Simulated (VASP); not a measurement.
The system is S.

```
S
1.0
     0.00000    2.40144    2.40144
     2.40144    0.00000    2.40144
     2.40144    2.40144    0.00000
S
2
Direct
  0.00000 0.00000 0.00000
  0.25000 0.25000 0.25000
```

This isn't the form of S at room conditions, which is orthorhombic, of S8 rings.

The cell isn't the ideal one: cell and atoms relaxed from a first guess.

* Program: VASP 6.6.1
* Task: relaxation of cell and atoms
* Functional: PBE
* Potentials or basis: VASP PAW PBE potentials, release 64 (S)
* Cutoff: 600 eV
* k mesh: 12 × 12 × 12
* Occupations: fermi-dirac, width 0.05 eV
* Spin: no spin polarisation

At the start: pressure 56.5 GPa; volume 13.85 Å³/atom.

Question: Where does the relaxation end?

Answer: Over 4 steps the energy falls by 1288.1 meV/atom and the volume is 24.27 Å³/atom (+75.2 %); space group Fd-3m (No. 227, to 0.05 Å).

Step by step:
```
step  energy change (eV)  largest force (eV/Å)  pressure (GPa)  volume (Å³)
   1              0.0000                0.0000           56.54        27.70
   2             -2.5404                0.0000           -2.88        52.27
   3             -2.5755                0.0000            0.42        48.05
   4             -2.5761                0.0000           -0.03        48.53
```

Final structure:
```
CELL_PARAMETERS angstrom
0.00000 2.89517 2.89517
2.89517 0.00000 2.89517
2.89517 2.89517 0.00000
ATOMIC_POSITIONS crystal
S 0.00000 0.00000 0.00000
S 0.25000 0.25000 0.25000
```

Caveat: the volume moved by over 15 % at a fixed basis, so the end points are rough.
